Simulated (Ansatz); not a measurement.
# SiC (Moissanite) (P6_3mc) in Ansatz: a series of runs

One crystal, SiC (Moissanite), is run at these levels: m-r2SCAN, LDA; tasks: band structure, single point, equation of state.

Program: Ansatz 0.2.0. These are calculated values, not measurements. Logs are shortened: lines on timing, memory, paths and dates and some standing lists are left out, and cuts for length are marked.

## 1. Starting point

It takes space group P6_3mc (No. 186, hexagonal). Conventional cell: a = 3.076 Å, b = 3.076 Å, c = 5.048 Å, α = 90.00°, β = 90.00°, γ = 120.00°. Si (site symmetry 3m) is surrounded by 4 C at 1.87 to 1.94 Å. Around C (site symmetry 3m) lie 4 Si at 1.87 to 1.94 Å.

## 2. Band structure, m-r2SCAN

input.yaml reads:

```yaml
crystal:
  lattice:
    - [3.076, 0.0, 0.0]
    - [-1.538, 2.663894142, 0.0]
    - [0.0, 0.0, 5.048]
  atoms:
    - { symbol: Si, position: [0.6666666667, 0.3333333333, 0.5] }
    - { symbol: Si, position: [0.3333333333, 0.6666666667, 0.0] }
    - { symbol: C, position: [0.6666666667, 0.3333333333, 0.885] }
    - { symbol: C, position: [0.3333333333, 0.6666666667, 0.385] }
hamiltonian:
  xc: mr2scan
  pseudopotentials: { kind: paw }
kpoints:
  mp_grid: { grid: [10, 10, 5] }
  band_path:
    path:
      - [[0.0, 0.0, 0.0], [0.5, 0.0, 0.0], [0.3333333333, 0.3333333333, 0.0], [0.0, 0.0, 0.0], [0.0, 0.0, 0.5], [0.5, 0.0, 0.5], [0.3333333333, 0.3333333333, 0.5], [0.0, 0.0, 0.5]]
      - [[0.5, 0.0, 0.5], [0.5, 0.0, 0.0]]
      - [[0.3333333333, 0.3333333333, 0.0], [0.3333333333, 0.3333333333, 0.5]]
    npoints: 14
scf:
  occupations: { method: fermi_dirac, width: 0.05 }
  n_extra_bands: 10
output:
  forces: true
  stress: true
  eigenvalues: true
  fatbands: false
```

Potentials or basis: Ansatz PAW.

Started as:

```bash
ansatz run input.yaml --threads 2 --pin off --max-ram 5120MiB --backend cpu --events-out ev --progress --plain --runs-dir out
```

What it wrote:

```text
Warning: RAYON_NUM_THREADS=2 ignored (pool sized by the plan → 2); use --threads N
scf.n_extra_bands = 10 over 8 filled bands (N_el = 16.0): the run solves 18 bands
Engine: ansatz 0.2.0, x86_64-unknown-linux-gnu
Pseudopotentials: kind: paw
Pseudopotential: Si, paw, valence charge 4, recommended cutoff 500 eV (meta_gga), Si.paw.azcp
Pseudopotential: C, paw, valence charge 4, recommended cutoff 500 eV (meta_gga), C.paw.azcp
Functional definition: m-r2SCAN
  exchange = m_r2scan_x
  correlation = m_r2scan_c
Crystal: 4 atoms, lattice volume = 41.364 Å³
Basis set: ecut = 500 eV, 1099 PW (Γ), exchange–correlation on 96×96×160 points (64 copies of the dense FFT grid, shifted against one another)
Bands: 18, of which v1, the nominal top of the filled ones, is band 8 counted from 1 (7 counted from 0)
Symmetry: 12 space group operations
Space group: P63mc (ITA 186), of the structure as read, at distance tolerance 3.5e-5 Å
k-points: 42 of 500 (time reversal used)
Non-local potential: Si, projectors of the file, l = 0: 2, l = 1: 2, l = 2: 2
Non-local potential: C, projectors of the file, l = 0: 2, l = 1: 2, l = 2: 1
PAW form: soft (Blöchl's): semilocal exchange-correlation on the pseudo side does not see the compensation charge
PAW frozen core: Si, regenerated for the run's functional (the file was generated under x = pbe(κ = 0.804, μ = 0.2195149727645171), c = pbe(β = 0.06672455060314922))
PAW frozen core: C, regenerated for the run's functional (the file was generated under x = pbe(κ = 0.804, μ = 0.2195149727645171), c = pbe(β = 0.06672455060314922))
PAW one-centre angular grid: Si, 302 points (default); XC on 160 Gauss nodes
PAW one-centre angular grid: C, 302 points (default); XC on 160 Gauss nodes
Initial density: superposition of atomic densities (neutral atoms: chi_scale 0, normalization atom), corrected by the library's trained network
Initial wavefunctions: pseudopotential atomic-orbital guess
Functional: x = mr2scan, c = mr2scan; τ floored in thin density (d = 2e-4 eV/Å³)
SCF iter   1: F=—  HF=-1782.525280 eV  |F-HF|=—  |Δ(HF+E_count)|=         —  Δρ=5.84e-3  dr2=9.09e-3  dr2_τ=3.91e-1  ethr=1.77e-3  ⟨swp⟩=5.3  Hψ=4445  notcnv=0  defer=38
preconditioner: auto → none  [insulator: Δε(μ)=2.822 eV  Ē_g=16.094 eV  σ=0.050 eV  W_gap=1.00  n_scr=2 (ndim 8)  ℏωp=23.1 eV  f_vac=0.000  D(μ)=0.00/eV (n_scr^D=0)  ε∞_Penn≈3.1]
SCF iter   2: F=—  HF=-1782.614695 eV  |F-HF|=—  |Δ(HF+E_count)|=   8.94e-2  Δρ=4.01e-3  dr2=3.65e-3  dr2_τ=6.47e-5  ethr=5.68e-5  ⟨swp⟩=2.0  Hψ=1695  notcnv=0  defer=153
SCF iter   3: F=—  HF=-1782.614611 eV  |F-HF|=—  |Δ(HF+E_count)|=   8.44e-5  Δρ=1.44e-3  dr2=8.24e-4  dr2_τ=1.34e-5  ethr=2.28e-5  ⟨swp⟩=2.0  Hψ=1176  notcnv=0  defer=153
SCF iter   4: F=—  HF=-1782.614617 eV  |F-HF|=—  |Δ(HF+E_count)|=   6.12e-6  Δρ=2.36e-4  dr2=1.45e-5  dr2_τ=4.52e-6  ethr=5.15e-6  ⟨swp⟩=2.1  Hψ=892  notcnv=0  defer=153
SCF iter   5: F=—  HF=-1782.614616 eV  |F-HF|=—  |Δ(HF+E_count)|=   1.02e-6  Δρ=7.06e-5  dr2=1.18e-6  dr2_τ=4.93e-8  ethr=9.05e-8  ⟨swp⟩=2.2  Hψ=905  notcnv=0  defer=153
SCF iter   6: F=—  HF=-1782.614616 eV  |F-HF|=—  |Δ(HF+E_count)|=   3.70e-7  Δρ=1.97e-5  dr2=1.00e-7  dr2_τ=1.27e-9  ethr=7.38e-9  ⟨swp⟩=2.0  Hψ=939  notcnv=0  defer=153
SCF iter   7: F=-1782.614616 eV  HF=-1782.614616 eV  |F-HF|=2.28e-10  |Δ(HF+E_count)|=   2.37e-8  Δρ=4.81e-6  dr2=7.37e-9  dr2_τ=8.27e-11  ethr=6.25e-10  ⟨swp⟩=8.7  Hψ=3572  notcnv=0
SCF 1 converged in 7 iterations: F = -1782.614616 eV  dr2 = 7.37e-9
NSCF: frozen V_eff on 129 k-points
SCF converged after 7 iterations
Free energy (F): -1782.614616 eV
Harris-Foulkes:  -1782.614616 eV  (|F-HF|=2.28e-10)
Internal energy: -1782.614616 eV  (E = F + TS)
E sigma→0 (E₀):  -1782.614616 eV
Fermi energy:    11.075302 eV
--- Per-component energies (eV) ---
  E_band       = 51.046492
  E_kinetic    = 272.298280
  E_local      = -209.519408  (includes V_loc(G=0)·N_el)
  E_nonlocal   = 100.698950
  E_hartree    = 66.052054
  E_xc         = -202.798119
  E_vxc        = -237.402965  (∫ρ·V_xc dr)
  E_paw        = -1240.573092  (= ΣΔE_a)
  E_vpaw       = -18.279385  (= ΣTr[D̂ρ^β])
  E_aug_tail   = 0.000017  (compensation charges beyond the density's cutoff)
  E_vtau       = 11.146112  (kinetic-family band-sum trace: ∫τ·v_τ [+ j·A + Jᵃ·Aᵃ] dr)
  E_ewald      = -568.570884
  E_core_change = -0.202413  (= ΣΔE_core)
  E_smearing   = -0.000000  (= −TS)
  E_closure    = 0.000000  (closes the sum)
  Σ components = -1782.614616   (vs F -1782.614616, Δ=0.00e0)
--- Forces (eV/Å), atoms counted from 1 ---
  atom   1  Si     0.00000000     0.00000000     0.77256667
  atom   2  Si    -0.00000000    -0.00000000     0.77256667
  atom   3  C     -0.00000000     0.00000000    -0.77257013
  atom   4  C      0.00000000    -0.00000000    -0.77257013
  max |Σ_I F_I| component: 6.92e-6 eV/Å
--- Stress (GPa, compression-positive) ---
        1.570759       0.000000       0.000000
        0.000000       1.570759       0.000000
        0.000000       0.000000      -2.578241
  P = ⅓ Tr σ = 0.1878 GPa (1.878 kbar)
--- Band table (eV; the first three rows and the last of 42) ---
  k-point 0: bands = ["-6.8372", "-3.2712", "0.6892", "8.0404", "8.0404", "9.3874", "9.3874", "9.6848", "14.8508", "16.2292", "16.6955", "16.6955", "17.8076", "18.9789", "18.9789", "21.6461", "21.6461", "21.9626"]
  k-point 1: bands = ["-6.6356", "-3.9583", "1.7126", "8.1522", "8.1522", "8.5662", "9.2392", "9.2392", "15.0369", "16.7625", "16.7625", "17.0886", "17.3404", "18.5514", "18.5514", "21.4458", "22.3168", "22.3168"]
  k-point 2: bands = ["-6.0416", "-5.0986", "3.8311", "6.2766", "8.4596", "8.4596", "8.8731", "8.8731", "15.5796", "16.4135", "17.0839", "17.0839", "17.7401", "17.7401", "18.6925", "20.2267", "24.0841", "24.0841"]
  k-point 41: bands = ["-2.2838", "-1.9552", "1.4833", "1.7826", "3.4763", "4.2721", "7.3558", "7.8089", "14.8898", "15.0366", "15.8713", "17.1587", "20.1471", "20.5676", "21.3573", "21.6799", "23.6621", "23.9463"]
```

It took 5 s on 2 threads of Intel Xeon at 2.60GHz (Ice Lake), shared host; peak memory 0.48 GiB.

Results:

| Item | Value |
| --- | --- |
| Free energy | -1782.6146 eV |
| Pressure | 0.2 GPa |
| Largest force | 0.773 eV/Å |
| Band gap on the k mesh | 2.85 eV, indirect (least direct gap 4.58 eV) |
| Band gap along the path | 2.69 eV, indirect (least direct gap 4.58 eV) |

Forces in eV/Å, atoms in the order of the input:
```
Si   0.000  0.000  0.773
Si   0.000  0.000  0.773
C    0.000  0.000 -0.773
C    0.000  0.000 -0.773
```

Levels at the corners of the path, in eV from the valence-band top:
```csv
point,band 5,band 6,band 7,band 8,band 9,band 10,band 11,band 12
Γ,-1.64,-0.30,-0.30,0.00,5.17,6.54,7.01,7.01
M,-5.63,-3.72,-3.34,-1.57,3.02,4.62,7.31,7.70
K,-6.75,-4.29,-4.18,-4.18,2.69,8.62,9.33,9.33
Γ,-1.64,-0.30,-0.30,0.00,5.17,6.54,7.01,7.01
A,-1.02,-1.02,-1.02,-1.02,6.28,6.28,7.69,7.69
L,-2.82,-2.82,-2.46,-2.46,3.58,3.58,5.51,5.51
H,-6.06,-6.06,-1.84,-1.84,5.31,5.31,6.50,6.50
A,-1.02,-1.02,-1.02,-1.02,6.28,6.28,7.69,7.69
L,-2.82,-2.82,-2.46,-2.46,3.58,3.58,5.51,5.51
M,-5.63,-3.72,-3.34,-1.57,3.02,4.62,7.31,7.70
K,-6.75,-4.29,-4.18,-4.18,2.69,8.62,9.33,9.33
H,-6.06,-6.06,-1.84,-1.84,5.31,5.31,6.50,6.50
```

Caveat: the k mesh misses the band edges, so the gap on the mesh is wider than the one along the path; the PAW data sets come from PBE, with cores solved anew for the run's functional, which leaves a small shift of forces and pressure.

## 3. Single point, LDA, 9.72 Å³/atom (volume scaled by 0.94)

input.yaml reads:

```yaml
crystal:
  lattice:
    - [3.0132068704, 0.0, 0.0]
    - [-1.5066034352, 2.6095136966, 0.0]
    - [0.0, 0.0, 4.9449506768]
  atoms:
    - { symbol: Si, position: [0.6666666667, 0.3333333333, 0.5] }
    - { symbol: Si, position: [0.3333333333, 0.6666666667, 0.0] }
    - { symbol: C, position: [0.6666666667, 0.3333333333, 0.885] }
    - { symbol: C, position: [0.3333333333, 0.6666666667, 0.385] }
hamiltonian:
  xc: lda
  pseudopotentials: { kind: paw, xc_functional: lda, accuracy: standard }
kpoints:
  mp_grid: { grid: [10, 10, 5] }
scf:
  occupations: { method: fermi_dirac, width: 0.05 }
output:
  forces: true
  stress: true
  eigenvalues: true
```

Potentials or basis: JTH PAW LDA.

Started as:

```bash
ansatz run input.yaml --threads 2 --pin off --max-ram 5120MiB --backend cpu --events-out ev --progress --plain --runs-dir out
```

What it wrote:

```text
Warning: the checks of this Si dataset prove no rule for summing its radial tables, as where they were carried onto another mesh than they were made on, and Gregory's rule is taken, under which a leading mesh point left out moves its sums only by what lay on the interval it spanned. That does not make them correct, and they differ from Quantum ESPRESSO's on this file; a re-export a fraction of a mesh step off can move them. hamiltonian.pseudopotentials.radial_quadrature: simpson_from_first_knot sums it by `pw.x`'s rule; on a PAW file no value gives `pw.x`'s numbers. What more to know: hamiltonian.pseudopotentials.radial_quadrature, in the input reference
Warning: the checks of this C dataset prove no rule for summing its radial tables, as where they were carried onto another mesh than they were made on, and Gregory's rule is taken, under which a leading mesh point left out moves its sums only by what lay on the interval it spanned. That does not make them correct, and they differ from Quantum ESPRESSO's on this file; a re-export a fraction of a mesh step off can move them. hamiltonian.pseudopotentials.radial_quadrature: simpson_from_first_knot sums it by `pw.x`'s rule; on a PAW file no value gives `pw.x`'s numbers. What more to know: hamiltonian.pseudopotentials.radial_quadrature, in the input reference
Warning: RAYON_NUM_THREADS=2 ignored (pool sized by the plan → 2); use --threads N
[... 2 set-up lines as earlier in the session ...]
Pseudopotential: Si, paw, valence charge 4, recommended cutoff 390 eV (normal), Si.paw.azcp
Pseudopotential: C, paw, valence charge 4, recommended cutoff 780 eV (normal), C.paw.azcp
Functional definition: SPW92
  exchange = slater_x
  correlation = pw_c
[... 49 lines left out ...]
  atom   4  C     -0.00000000    -0.00000000    -0.83795075
  max |Σ_I F_I| component: 3.29e-3 eV/Å
--- Stress (GPa, compression-positive) ---
       12.905932       0.000000       0.000000
        0.000000      12.905932       0.000000
        0.000000       0.000000       6.016887
  P = ⅓ Tr σ = 10.6096 GPa (106.096 kbar)
--- Band table (eV; the first three rows and the last of 42) ---
  k-point 0: bands = ["-5.7699", "-1.9789", "1.2813", "8.7959", "8.7959", "10.1209", "10.1209", "10.3903", "15.5051", "16.9985", "17.1332", "17.1332"]
  k-point 1: bands = ["-5.5652", "-2.7720", "2.4080", "8.9063", "8.9063", "9.3080", "9.9761", "9.9761", "15.6805", "17.1938", "17.1938", "17.6404"]
  k-point 2: bands = ["-4.9594", "-3.9869", "4.5916", "7.0467", "9.2096", "9.2096", "9.6168", "9.6168", "16.1925", "16.9805", "17.5071", "17.5071"]
  k-point 41: bands = ["-0.9589", "-0.5670", "2.2111", "2.5631", "4.0351", "4.8524", "8.0853", "8.5469", "15.1569", "15.4802", "16.2482", "17.3905"]
```

Wall time 2 s (2 threads of Intel Xeon at 2.60GHz (Ice Lake), shared host); peak memory 0.41 GiB.

What came out:

```yaml
Free_energy: -1700.8973 eV
Pressure: 10.6 GPa
Largest_force: 0.838 eV/Å
Band_gap_on_the_k_mesh: 2.27 eV, indirect (least direct gap 4.13 eV)
```

Caveat: odd divisions of the mesh miss points on the zone boundary, where band edges often lie, so the gap on the mesh can be too wide.

## 4. Single point, LDA, 9.93 Å³/atom (volume scaled by 0.96)

input.yaml: that of step 3 with these lines changed.

```diff
@@ -2,5 +2,5 @@
   lattice:
-    - [3.0132068704, 0.0, 0.0]
-    - [-1.5066034352, 2.6095136966, 0.0]
-    - [0.0, 0.0, 4.9449506768]
+    - [3.0344273363, 0.0, 0.0]
+    - [-1.5172136681, 2.6278911591, 0.0]
+    - [0.0, 0.0, 4.9797754205]
   atoms:
@@ -21 +21,5 @@
   eigenvalues: true
+  write_density: true
+  write_potential: true
+  elf: true
+  volumetric_format: npy
```

Started as:

```bash
ansatz run input.yaml --threads 2 --pin off --max-ram 5120MiB --backend cpu --events-out ev --progress --plain --runs-dir out
```

It took 2.7 s on 2 threads of Intel Xeon at 2.60GHz (Ice Lake), shared host; peak memory 0.42 GiB.

The run converged. Its results:

```yaml
Free_energy: -1700.9378 eV
Pressure: 5.1 GPa
Largest_force: 0.802 eV/Å
Band_gap_on_the_k_mesh: 2.30 eV, indirect (least direct gap 4.08 eV)
```

Caveat: odd divisions of the mesh miss points on the zone boundary, where band edges often lie, so the gap on the mesh can be too wide.

## 5. Single point, LDA, 10.13 Å³/atom (volume scaled by 0.98)

input.yaml: that of step 4 with these lines changed.

```diff
@@ -2,5 +2,5 @@
   lattice:
-    - [3.0344273363, 0.0, 0.0]
-    - [-1.5172136681, 2.6278911591, 0.0]
-    - [0.0, 0.0, 4.9797754205]
+    - [3.0553550827, 0.0, 0.0]
+    - [-1.5276775413, 2.6460151191, 0.0]
+    - [0.0, 0.0, 5.0141197845]
   atoms:
```

Started as:

```bash
ansatz run input.yaml --threads 2 --pin off --max-ram 5120MiB --backend cpu --events-out ev --progress --plain --runs-dir out
```

It took 2.9 s on 2 threads of Intel Xeon at 2.60GHz (Ice Lake), shared host; peak memory 0.42 GiB.

It converged, with:

| Property | Result |
| --- | --- |
| Free energy | -1700.9513 eV |
| Pressure | 0.2 GPa |
| Largest force | 0.768 eV/Å |
| Band gap on the k mesh | 2.34 eV, indirect (least direct gap 4.04 eV) |

Caveat: odd divisions of the mesh miss points on the zone boundary, where band edges often lie, so the gap on the mesh can be too wide.

## 6. Single point, LDA, 10.34 Å³/atom

input.yaml: that of step 5 with these lines changed.

```diff
@@ -2,5 +2,5 @@
   lattice:
-    - [3.0553550827, 0.0, 0.0]
-    - [-1.5276775413, 2.6460151191, 0.0]
-    - [0.0, 0.0, 5.0141197845]
+    - [3.076, 0.0, 0.0]
+    - [-1.538, 2.663894142, 0.0]
+    - [0.0, 0.0, 5.048]
   atoms:
```

Potentials or basis: JTH PAW LDA.

Started as:

```bash
ansatz run input.yaml --threads 2 --pin off --max-ram 5120MiB --backend cpu --events-out ev --progress --plain --runs-dir out
```

Run time: 3.1 s. Hardware: 2 threads of Intel Xeon at 2.60GHz (Ice Lake), shared host; peak memory 0.42 GiB.

It converged, with:

| Item | Value |
| --- | --- |
| Free energy | -1700.9406 eV |
| Pressure | -4.3 GPa |
| Largest force | 0.736 eV/Å |
| Band gap on the k mesh | 2.37 eV, indirect (least direct gap 3.99 eV) |

Caveat: odd divisions of the mesh miss points on the zone boundary, where band edges often lie, so the gap on the mesh can be too wide.

## 7. Single point, LDA, 10.55 Å³/atom (volume scaled by 1.02)

input.yaml: that of step 6 with these lines changed.

```diff
@@ -2,5 +2,5 @@
   lattice:
-    - [3.076, 0.0, 0.0]
-    - [-1.538, 2.663894142, 0.0]
-    - [0.0, 0.0, 5.048]
+    - [3.0963714546, 0.0, 0.0]
+    - [-1.5481857273, 2.6815363392, 0.0]
+    - [0.0, 0.0, 5.0814314379]
   atoms:
@@ -21,5 +21 @@
   eigenvalues: true
-  write_density: true
-  write_potential: true
-  elf: true
-  volumetric_format: npy
```

Started as:

```bash
ansatz run input.yaml --threads 2 --pin off --max-ram 5120MiB --backend cpu --events-out ev --progress --plain --runs-dir out
```

Wall time 2.1 s (2 threads of Intel Xeon at 2.60GHz (Ice Lake), shared host); peak memory 0.38 GiB.

It converged, with:

- Free energy: -1700.9079 eV
- Pressure: -8.3 GPa
- Largest force: 0.705 eV/Å
- Band gap on the k mesh: 2.40 eV, indirect (least direct gap 3.95 eV)

Caveat: odd divisions of the mesh miss points on the zone boundary, where band edges often lie, so the gap on the mesh can be too wide.

## 8. Single point, LDA, 10.75 Å³/atom (volume scaled by 1.04)

input.yaml: that of step 7 with these lines changed.

```diff
@@ -2,5 +2,5 @@
   lattice:
-    - [3.0963714546, 0.0, 0.0]
-    - [-1.5481857273, 2.6815363392, 0.0]
-    - [0.0, 0.0, 5.0814314379]
+    - [3.1164783262, 0.0, 0.0]
+    - [-1.5582391631, 2.6989494007, 0.0]
+    - [0.0, 0.0, 5.1144286705]
   atoms:
```

Started as:

```bash
ansatz run input.yaml --threads 2 --pin off --max-ram 5120MiB --backend cpu --events-out ev --progress --plain --runs-dir out
```

Wall time 2.2 s (2 threads of Intel Xeon at 2.60GHz (Ice Lake), shared host); peak memory 0.42 GiB.

Results (log left out):

- Free energy: -1700.8552 eV
- Pressure: -12.0 GPa
- Largest force: 0.676 eV/Å
- Band gap on the k mesh: 2.42 eV, indirect (least direct gap 3.91 eV)

Caveat: odd divisions of the mesh miss points on the zone boundary, where band edges often lie, so the gap on the mesh can be too wide.

## 9. Single point, LDA, 10.96 Å³/atom (volume scaled by 1.06)

input.yaml: that of step 8 with these lines changed.

```diff
@@ -2,5 +2,5 @@
   lattice:
-    - [3.1164783262, 0.0, 0.0]
-    - [-1.5582391631, 2.6989494007, 0.0]
-    - [0.0, 0.0, 5.1144286705]
+    - [3.1363290418, 0.0, 0.0]
+    - [-1.5681645209, 2.7161406248, 0.0]
+    - [0.0, 0.0, 5.1470055276]
   atoms:
```

Potentials or basis: JTH PAW LDA.

Started as:

```bash
ansatz run input.yaml --threads 2 --pin off --max-ram 5120MiB --backend cpu --events-out ev --progress --plain --runs-dir out
```

It took 2.3 s on 2 threads of Intel Xeon at 2.60GHz (Ice Lake), shared host; peak memory 0.42 GiB.

It converged, with:

```yaml
Free_energy: -1700.7844 eV
Pressure: -15.3 GPa
Largest_force: 0.649 eV/Å
Band_gap_on_the_k_mesh: 2.38 eV, indirect (least direct gap 3.87 eV)
```

Caveat: odd divisions of the mesh miss points on the zone boundary, where band edges often lie, so the gap on the mesh can be too wide.

## 10. Equation of state, LDA

No new run: the results of the series are fitted here.

Results:

| Quantity | Value |
| --- | --- |
| Equilibrium volume | 10.14 Å³/atom |
| Bulk modulus at fixed shape and positions | 230 GPa |
| Pressure derivative of the bulk modulus | 3.9 |

Energy against volume, from the lowest point:
```tsv
volume (Å³/atom)	energy (meV/atom)
9.721	13.51
9.927	3.39
10.134	0.00
10.341	2.69
10.548	10.87
10.755	24.05
10.961	41.73
```

Caveat: the cell was scaled at fixed shape and fractional positions, which overstates the stiffness of a crystal with free parameters, most of all of layers and chains.
